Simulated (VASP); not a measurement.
# ZnSn2N2 (P-4m2) in VASP: a series of runs, part 2 of 2

VASP 6.6.1. Earlier steps stand in the parts before.

### 4 Single point, PBE

INCAR

```
SYSTEM = ZnSn2N2
  ADDGRID = .False.
  ALGO = Normal
  EDIFF = 1E-7
  ENCUT = 500
  GGA = PE
  ISIF = 2
  ISMEAR = 0
  LASPH = .True.
  LCHARG = .False.
  LREAL = .False.
  LWAVE = .False.
  NELM = 100
  PREC = Normal
  SIGMA = 0.05
```

KPOINTS

```
k-points
0
Gamma
  10 10 4
  0 0 0
```

POSCAR

```
ZnSn2N2
1.0
    3.3523260000      0.0000000000      0.0000000000
    0.0000000000      3.3523260000      0.0000000000
    0.0000000000      0.0000000000      8.0642090000
Sn Zn N
2 1 2
Direct
    0.5000000000      0.5000000000      0.3058270000
    0.5000000000      0.5000000000      0.6941730000
    0.0000000000      0.0000000000      0.0000000000
    0.0000000000      0.5000000000      0.8541900000
    0.5000000000      0.0000000000      0.1458100000
```

Potentials or basis: VASP PAW PBE potentials, release 64 (Sn_d, Zn, N).

Started as:

```console
cat potpaw_PBE.64/Sn_d/POTCAR potpaw_PBE.64/Zn/POTCAR potpaw_PBE.64/N/POTCAR > POTCAR
mpirun -np 1 vasp_std > vasp.out
```

OUTCAR:

```text
SYSTEM = ZnSn2N2
   EDIFF = 1E-7
   ENCUT = 500
   GGA = PE
   ISIF = 2
   ISMEAR = 0
   LASPH = .True.
   LREAL = .False.
   NELM = 100
   PREC = Normal

 Found     63 irreducible k-points:

 Following reciprocal coordinates:
            Coordinates               Weight
  0.000000  0.000000  0.000000      1.000000
  0.100000  0.000000  0.000000      4.000000
  0.200000  0.000000  0.000000      4.000000
  0.300000  0.000000  0.000000      4.000000
  0.400000  0.000000  0.000000      4.000000
  0.500000  0.000000  0.000000      2.000000
   k-points           NKPTS =     63   k-points in BZ     NKDIM =     63   number of bands    NBANDS=     30
   number of dos      NEDOS =    301   number of ions     NIONS =      5
   total plane-waves  NPLWV =  15552
   dimension x,y,z NGX =    18 NGY =   18 NGZ =   48
   dimension x,y,z NGXF=    36 NGYF=   36 NGZF=   96
   ions per type =               2   1   2
   NGX,Y,Z   is equivalent  to a cutoff of   8.93,  8.93,  9.90 a.u.
   NGXF,Y,Z  is equivalent  to a cutoff of  17.85, 17.85, 19.79 a.u.
 SYSTEM =  ZnSn2N2
   PREC   = normal    normal or accurate (medium, high low for compatibility)
   ISTART =      0    job   : 0-new  1-cont  2-samecut
   ICHARG =      2    charge: 1-file 2-atom 10-const
   ISPIN  =      1    spin polarized calculation?
   LNONCOLLINEAR =      F non collinear calculations
   LSORBIT =      F    spin-orbit coupling
   LASPH  =      T    aspherical Exc in radial PAW
   ENCUT  =  500.0 eV  36.75 Ry    6.06 a.u.   6.11  6.11 14.70*2*pi/ulx,y,z
   NELM   =    100;   NELMIN=  2; NELMDL= -5     # of ELM steps
   EDIFF  = 0.1E-06   stopping-criterion for ELM
   LREAL  =      F    real-space projection
   EDIFFG = 0.1E-05   stopping-criterion for IOM
   NSW    =      0    number of steps for IOM
   IBRION =     -1    ionic relax: 0-MD 1-quasi-New 2-CG
   NFREE  =      0    steps in history (QN), initial steepest desc. (CG)
   ISIF   =      2    stress and relaxation
   ISYM   =      2    0-nonsym 1-usesym 2-fastsym
   POTIM  = 0.5000    time-step for ionic-motion
   TEBEG  =    0.0;   TEEND  =   0.0 temperature during run
   PSTRESS=    0.0 pullay stress
   NELECT =      50.0000    total number of electrons
   NUPDOWN=      -1.0000    fix difference up-down
   EMIN   =  10.00;   EMAX   =-10.00  energy-range for DOS
   EFERMI =   0.00;   METHOD = LEGACY
   ISMEAR =     0;   SIGMA  =   0.05  broadening in eV -4-tet -1-fermi 0-gaus
   EFERMI_NEDOS =   21; number of points for ismear=-14 and -15
   IALGO  =     38    algorithm
   IMIX   =      4    mixing-type and parameters
     AMIX     =   0.40;   BMIX     =  1.00
     AMIX_MAG =   1.60;   BMIX_MAG =  1.00
  volume/ion in A,a.u.               =      18.13       122.32
  Fermi-wavevector in a.u.,A,eV,Ry     =   1.342703  2.537341 24.529295  1.802852
  Thomas-Fermi vector in A             =   2.470836
   LORBIT       =      0    0 simple, 1 ext, 2 COOP (PROOUT), +10 PAW based schemes
   GGA     = PE    functional components
   LHFCALC =     F    Hartree Fock is set to
   AEXX    =    0.0000 exact exchange contribution
   IVDW    =     0    specifies the selected vdW correction
   LEPSILON=     F    determine dielectric tensor
   LRPA    =     F    only Hartree local field effects (RPA)
 non-spin polarized calculation
 Gauss-broadening in eV      SIGMA  =   0.05
  energy-cutoff  :      500.00
  volume of cell :       90.63
 maximum number of plane-waves:      2336
   NGX = 13   NGY = 13   NGZ = 29

 number of electron      50.0000068 magnetization

 Free energy of the ion-electron system (eV)
  ---------------------------------------------------
  ext. energy  EPLUGINS =         0.00000000
  ---------------------------------------------------
  free energy    TOTEN  =       -24.18046298 eV

  energy without entropy =      -24.17854171  energy(sigma->0) =      -24.17950234

 E-fermi :   5.3565     XC(G=0): -10.2212

 val. band max:        5.3145634173   @ k =   0.2000   0.1000   0.2500
 cond. band min:       5.3791516627   @ k =   0.3000   0.0000   0.5000
 fundamental gap:      0.0645882454
 Fermi energy:         5.3564733804

 k-point     1 :       0.0000    0.0000    0.0000
  band No.  band energies     occupation
      1     -16.0462      2.00000
      2     -16.0450      2.00000
      3     -15.9070      2.00000
      4     -15.8424      2.00000
      5     -15.8424      2.00000
      6     -15.7938      2.00000
[... 22 lines left out ...]
     29      11.0023      0.00000
     30      11.6016      0.00000
[... 134 lines left out ...]
  band No.  band energies     occupation
      1     -16.0126      2.00000
      2     -15.9547      2.00000
      3     -15.9390      2.00000
      4     -15.8534      2.00000
      5     -15.8367      2.00000
      6     -15.8129      2.00000
[... 22 lines left out ...]
     29      11.3210      0.00000
     30      11.7112      0.00000

 [... further k-points ...]
[... 5 lines left out ...]
  --------------------------------------------------------------------------------------
  -------------------------------------------------------------------------------------
  Total       -0.1044186     -0.1044186     -0.2733994      0.0000000      0.0000000      0.0000000
  in kB       -1.8460114     -1.8460114     -4.8334127      0.0000000      0.0000000      0.0000000
  external PRESSURE =      -2.8418118 kB  Pullay stress =       0.0000000 kB

 VOLUME and BASIS-vectors are now :
 -----------------------------------------------------------------------------
  energy-cutoff  :      500.00
  volume of cell :       90.63
      direct lattice vectors                 reciprocal lattice vectors
     3.352326000  0.000000000  0.000000000     0.298300344  0.000000000  0.000000000
     0.000000000  3.352326000  0.000000000     0.000000000  0.298300344  0.000000000
     0.000000000  0.000000000  8.064209000     0.000000000  0.000000000  0.124004723

 POSITION                                       TOTAL-FORCE (eV/Angst)
 -----------------------------------------------------------------------------------
      1.67616      1.67616      2.46625         0.000000      0.000000      0.018070
      1.67616      1.67616      5.59796        -0.000000      0.000000     -0.018070
      0.00000      0.00000      0.00000         0.000000     -0.000000      0.000000
      0.00000      1.67616      6.88837         0.000000      0.000000     -0.011180
      1.67616      0.00000      1.17584         0.000000      0.000000      0.011180
 -----------------------------------------------------------------------------------
    total drift:                                0.000000      0.000000      0.000000

  FREE ENERGIE OF THE ION-ELECTRON SYSTEM (eV)
  ---------------------------------------------------
  free  energy   TOTEN  =       -24.1804629755 eV

  energy  without entropy=      -24.1785417084  energy(sigma->0) =      -24.17950234
```

It took 50 s on 1 thread of Intel Xeon 6975P-C (Granite Rapids), shared host; peak memory 0.26 GiB.

The run converged, but some of its settings lie outside the range that counts as converged, so its numbers aren't taken as properties of the crystal.

Results:

- Free energy: -24.1805 eV
- Pressure: -0.3 GPa
- Largest force: 0.018 eV/Å
- Band gap on the k mesh: none (metal or under the smearing width)

### 5 Single point, PBE

INCAR, as its differences from that of step 4:

```diff
@@ -3,3 +3,3 @@
   ALGO = Normal
-  EDIFF = 1E-7
+  EDIFF = 1E-5
   ENCUT = 500
@@ -13,3 +13,3 @@
   NELM = 100
-  PREC = Normal
+  PREC = Accurate
   SIGMA = 0.05
```

KPOINTS is that of step 4.

POSCAR is that of step 4.

Potentials or basis: VASP PAW PBE potentials, release 64 (Sn_d, Zn, N).

Started as:

```console
cat potpaw_PBE.64/Sn_d/POTCAR potpaw_PBE.64/Zn/POTCAR potpaw_PBE.64/N/POTCAR > POTCAR
mpirun -np 1 vasp_std > vasp.out
```

OUTCAR:

```text
SYSTEM = ZnSn2N2
   EDIFF = 1E-5
   ENCUT = 500
   GGA = PE
   ISIF = 2
   ISMEAR = 0
   LASPH = .True.
   LREAL = .False.
   NELM = 100
   PREC = Accurate

 Found     63 irreducible k-points:

 Following reciprocal coordinates:
            Coordinates               Weight
  0.000000  0.000000  0.000000      1.000000
  0.100000  0.000000  0.000000      4.000000
  0.200000  0.000000  0.000000      4.000000
  0.300000  0.000000  0.000000      4.000000
  0.400000  0.000000  0.000000      4.000000
  0.500000  0.000000  0.000000      2.000000
   k-points           NKPTS =     63   k-points in BZ     NKDIM =     63   number of bands    NBANDS=     30
   number of dos      NEDOS =    301   number of ions     NIONS =      5
   total plane-waves  NPLWV =  34560
   dimension x,y,z NGX =    24 NGY =   24 NGZ =   60
   dimension x,y,z NGXF=    48 NGYF=   48 NGZF=  120
   ions per type =               2   1   2
   NGX,Y,Z   is equivalent  to a cutoff of  11.90, 11.90, 12.37 a.u.
   NGXF,Y,Z  is equivalent  to a cutoff of  23.80, 23.80, 24.74 a.u.
 SYSTEM =  ZnSn2N2
   PREC   = accura    normal or accurate (medium, high low for compatibility)
   ISTART =      0    job   : 0-new  1-cont  2-samecut
   ICHARG =      2    charge: 1-file 2-atom 10-const
   ISPIN  =      1    spin polarized calculation?
   LNONCOLLINEAR =      F non collinear calculations
   LSORBIT =      F    spin-orbit coupling
   LASPH  =      T    aspherical Exc in radial PAW
   ENCUT  =  500.0 eV  36.75 Ry    6.06 a.u.   6.11  6.11 14.70*2*pi/ulx,y,z
   NELM   =    100;   NELMIN=  2; NELMDL= -5     # of ELM steps
   EDIFF  = 0.1E-04   stopping-criterion for ELM
   LREAL  =      F    real-space projection
   EDIFFG = 0.1E-03   stopping-criterion for IOM
   NSW    =      0    number of steps for IOM
   IBRION =     -1    ionic relax: 0-MD 1-quasi-New 2-CG
   NFREE  =      0    steps in history (QN), initial steepest desc. (CG)
   ISIF   =      2    stress and relaxation
   ISYM   =      2    0-nonsym 1-usesym 2-fastsym
   POTIM  = 0.5000    time-step for ionic-motion
   TEBEG  =    0.0;   TEEND  =   0.0 temperature during run
   PSTRESS=    0.0 pullay stress
   NELECT =      50.0000    total number of electrons
   NUPDOWN=      -1.0000    fix difference up-down
   EMIN   =  10.00;   EMAX   =-10.00  energy-range for DOS
   EFERMI =   0.00;   METHOD = LEGACY
   ISMEAR =     0;   SIGMA  =   0.05  broadening in eV -4-tet -1-fermi 0-gaus
   EFERMI_NEDOS =   21; number of points for ismear=-14 and -15
   IALGO  =     38    algorithm
   IMIX   =      4    mixing-type and parameters
     AMIX     =   0.40;   BMIX     =  1.00
     AMIX_MAG =   1.60;   BMIX_MAG =  1.00
  volume/ion in A,a.u.               =      18.13       122.32
  Fermi-wavevector in a.u.,A,eV,Ry     =   1.342703  2.537341 24.529295  1.802852
  Thomas-Fermi vector in A             =   2.470836
   LORBIT       =      0    0 simple, 1 ext, 2 COOP (PROOUT), +10 PAW based schemes
   GGA     = PE    functional components
   LHFCALC =     F    Hartree Fock is set to
   AEXX    =    0.0000 exact exchange contribution
   IVDW    =     0    specifies the selected vdW correction
   LEPSILON=     F    determine dielectric tensor
   LRPA    =     F    only Hartree local field effects (RPA)
 non-spin polarized calculation
 Gauss-broadening in eV      SIGMA  =   0.05
  energy-cutoff  :      500.00
  volume of cell :       90.63
 maximum number of plane-waves:      2336
   NGX = 13   NGY = 13   NGZ = 29

 number of electron      49.9999979 magnetization

 Free energy of the ion-electron system (eV)
  ---------------------------------------------------
  ext. energy  EPLUGINS =         0.00000000
  ---------------------------------------------------
  free energy    TOTEN  =       -24.17982029 eV

  energy without entropy =      -24.17789934  energy(sigma->0) =      -24.17885981

 E-fermi :   5.3565     XC(G=0): -10.2217

 val. band max:        5.3145654282   @ k =   0.2000   0.1000   0.2500
 cond. band min:       5.3791426675   @ k =   0.3000   0.0000   0.5000
 fundamental gap:      0.0645772393
 Fermi energy:         5.3564870234

 k-point     1 :       0.0000    0.0000    0.0000
  band No.  band energies     occupation
      1     -16.0466      2.00000
      2     -16.0454      2.00000
      3     -15.9074      2.00000
      4     -15.8428      2.00000
      5     -15.8428      2.00000
      6     -15.7941      2.00000
[... 22 lines left out ...]
     29      11.0024      0.00000
     30      11.6010      0.00000

 k-point     2 :       0.1000    0.0000    0.0000
  band No.  band energies     occupation
      1     -16.0355      2.00000
      2     -16.0350      2.00000
      3     -15.9038      2.00000
      4     -15.8530      2.00000
      5     -15.8422      2.00000
      6     -15.8009      2.00000
[... 22 lines left out ...]
     29      11.0783      0.00000
     30      11.3296      0.00000

 k-point     3 :       0.2000    0.0000    0.0000
  band No.  band energies     occupation
      1     -16.0129      2.00000
      2     -16.0078      2.00000
      3     -15.9059      2.00000
      4     -15.8652      2.00000
      5     -15.8408      2.00000
      6     -15.8161      2.00000
[... 22 lines left out ...]
     29      10.0038      0.00000
     30      11.2743      0.00000

 k-point     4 :       0.3000    0.0000    0.0000
  band No.  band energies     occupation
      1     -15.9990      2.00000
      2     -15.9774      2.00000
      3     -15.9320      2.00000
      4     -15.8480      2.00000
      5     -15.8391      2.00000
      6     -15.8318      2.00000
[... 22 lines left out ...]
     29      10.4837      0.00000
     30      11.4993      0.00000

 k-point     5 :       0.4000    0.0000    0.0000
  band No.  band energies     occupation
      1     -16.0056      2.00000
      2     -15.9586      2.00000
      3     -15.9422      2.00000
      4     -15.8490      2.00000
      5     -15.8376      2.00000
      6     -15.8220      2.00000
[... 22 lines left out ...]
     29      11.2826      0.00000
     30      11.7426      0.00000

 k-point     6 :       0.5000    0.0000    0.0000
  band No.  band energies     occupation
      1     -16.0130      2.00000
      2     -15.9551      2.00000
      3     -15.9394      2.00000
      4     -15.8537      2.00000
      5     -15.8371      2.00000
      6     -15.8133      2.00000
[... 22 lines left out ...]
     29      11.3206      0.00000
     30      11.7482      0.00000

 [... further k-points ...]
[... 5 lines left out ...]
  --------------------------------------------------------------------------------------
  -------------------------------------------------------------------------------------
  Total       -0.1081051     -0.1081051     -0.2713716      0.0000000      0.0000000     -0.0000000
  in kB       -1.9111833     -1.9111833     -4.7975627      0.0000000      0.0000000     -0.0000000
  external PRESSURE =      -2.8733097 kB  Pullay stress =       0.0000000 kB

 VOLUME and BASIS-vectors are now :
 -----------------------------------------------------------------------------
  energy-cutoff  :      500.00
  volume of cell :       90.63
      direct lattice vectors                 reciprocal lattice vectors
     3.352326000  0.000000000  0.000000000     0.298300344  0.000000000  0.000000000
     0.000000000  3.352326000  0.000000000     0.000000000  0.298300344  0.000000000
     0.000000000  0.000000000  8.064209000     0.000000000  0.000000000  0.124004723

 POSITION                                       TOTAL-FORCE (eV/Angst)
 -----------------------------------------------------------------------------------
      1.67616      1.67616      2.46625        -0.000000     -0.000000      0.019499
      1.67616      1.67616      5.59796         0.000000      0.000000     -0.019499
      0.00000      0.00000      0.00000        -0.000000     -0.000000     -0.000000
      0.00000      1.67616      6.88837        -0.000000     -0.000000     -0.010173
      1.67616      0.00000      1.17584        -0.000000     -0.000000      0.010173
 -----------------------------------------------------------------------------------
    total drift:                                0.000000     -0.000000     -0.000000

  FREE ENERGIE OF THE ION-ELECTRON SYSTEM (eV)
  ---------------------------------------------------
  free  energy   TOTEN  =       -24.1798202890 eV

  energy  without entropy=      -24.1778993391  energy(sigma->0) =      -24.17885981
```

OSZICAR:

```text
N       E                     dE             d eps       ncg     rms          rms(c)
DAV:   1     0.485977682102E+03    0.48598E+03   -0.25079E+04  3806   0.246E+03
DAV:   2     0.473839777341E+02   -0.43859E+03   -0.42614E+03  3848   0.569E+02
DAV:   3    -0.243758966377E+02   -0.71760E+02   -0.69968E+02  4350   0.203E+02
DAV:   4    -0.289975140350E+02   -0.46216E+01   -0.45762E+01  4468   0.540E+01
DAV:   5    -0.291447738847E+02   -0.14726E+00   -0.14715E+00  4506   0.984E+00    0.143E+01
DAV:   6    -0.242181842860E+02    0.49266E+01   -0.27217E+01  6096   0.680E+01    0.731E+00
DAV:   7    -0.242113161729E+02    0.68681E-02   -0.53234E+00  4114   0.148E+01    0.496E+00
DAV:   8    -0.241974344490E+02    0.13882E-01   -0.97714E-01  5300   0.886E+00    0.195E+00
DAV:   9    -0.241780014304E+02    0.19433E-01   -0.11678E-01  5136   0.455E+00    0.310E-01
DAV:  10    -0.241797135831E+02   -0.17122E-02   -0.20213E-02  4210   0.974E-01    0.209E-01
DAV:  11    -0.241799106062E+02   -0.19702E-03   -0.16281E-03  6264   0.499E-01    0.757E-02
DAV:  12    -0.241798358071E+02    0.74799E-04   -0.10610E-03  5620   0.261E-01    0.302E-02
DAV:  13    -0.241798195151E+02    0.16292E-04   -0.13420E-04  4528   0.149E-01    0.159E-02
DAV:  14    -0.241798202890E+02   -0.77390E-06   -0.25022E-05  3498   0.468E-02
   1 F= -.24179820E+02 E0= -.24178860E+02  d E =-.192095E-02
```

stdout:

```text
POSCAR found type information on POSCAR SnZnN
 POSCAR found :  3 types and       5 ions
 scaLAPACK will be used
 LDA part: xc-table for (Slater+PW92), standard interpolation
 POSCAR, INCAR and KPOINTS ok, starting setup
 FFT: planning ... GRIDC
 FFT: planning ... GRID_SOFT
 FFT: planning ... GRID
 WAVECAR not read
 entering main loop
```

Run time: 53 s. Hardware: 1 thread of Intel Xeon 6975P-C (Granite Rapids), shared host; peak memory 0.28 GiB.

The run converged, but some of its settings lie outside the range that counts as converged, so its numbers aren't taken as properties of the crystal.

What came out:

| Quantity | Value |
| --- | --- |
| Free energy | -24.1798 eV |
| Pressure | -0.3 GPa |
| Largest force | 0.019 eV/Å |
| Band gap on the k mesh | none (metal or under the smearing width) |
